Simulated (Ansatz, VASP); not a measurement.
HgTe in VASP and in Ansatz

INCAR

```
PREC = Accurate
ENCUT = 520
EDIFF = 1E-7
ISMEAR = -1
SIGMA = 0.05
LREAL = F
LASPH = T
NELM = 60
ALGO = Normal
ISIF = 2
LWAVE = F
LCHARG = F
GGA = PE
NBANDS = 16
```

KPOINTS

```
Automatic mesh
0
Gamma
  7 7 7
```

POSCAR

```
HgTe
1.0
    0.0000000000      3.2423687753      3.2423687753
    3.2423687753      0.0000000000      3.2423687753
    3.2423687753      3.2423687753      0.0000000000
Hg Te
1 1
Direct
    0.0000000000      0.0000000000      0.0000000000
    0.5000000000      0.5000000000      0.5000000000
```

File input.yaml:

```yaml
crystal:
  lattice:
    - [0.0, 3.2423687753, 3.2423687753]
    - [3.2423687753, 0.0, 3.2423687753]
    - [3.2423687753, 3.2423687753, 0.0]
  atoms:
    - { symbol: Hg, position: [0.0, 0.0, 0.0] }
    - { symbol: Te, position: [0.5, 0.5, 0.5] }
hamiltonian:
  xc: pbe
  pseudopotentials: { kind: paw }
kpoints:
  mp_grid: { grid: [7, 7, 7] }
scf:
  occupations: { method: fermi_dirac, width: 0.05 }
output:
  forces: true
  stress: true
  eigenvalues: true
```

Change from the starting cell: volume scaled by 1.06.

Alike in both runs: task single point; functional PBE; k mesh 7 × 7 × 7; occupations fermi-dirac, width 0.05 eV; no spin polarisation.

```csv
,VASP,Ansatz
version,VASP 6.6.1,Ansatz 0.2.0
potentials or method,"VASP PAW PBE potentials, release 64 (Hg, Te)",Ansatz PAW
plane-wave cutoff (eV),520,420
valence electrons in the cell,18,36
```

```csv
,VASP,Ansatz,Ansatz less VASP
gap on the k mesh at the Fermi level (eV),none,none,-
pressure (GPa),-4.9,-4.9,-0.04
```

A gap of «none» marks a metal or a gap that the smearing closes. The two sets of potentials don't hold the same shells in valence.

Spin-orbit coupling is left out, which matters for the levels of Hg, Te.
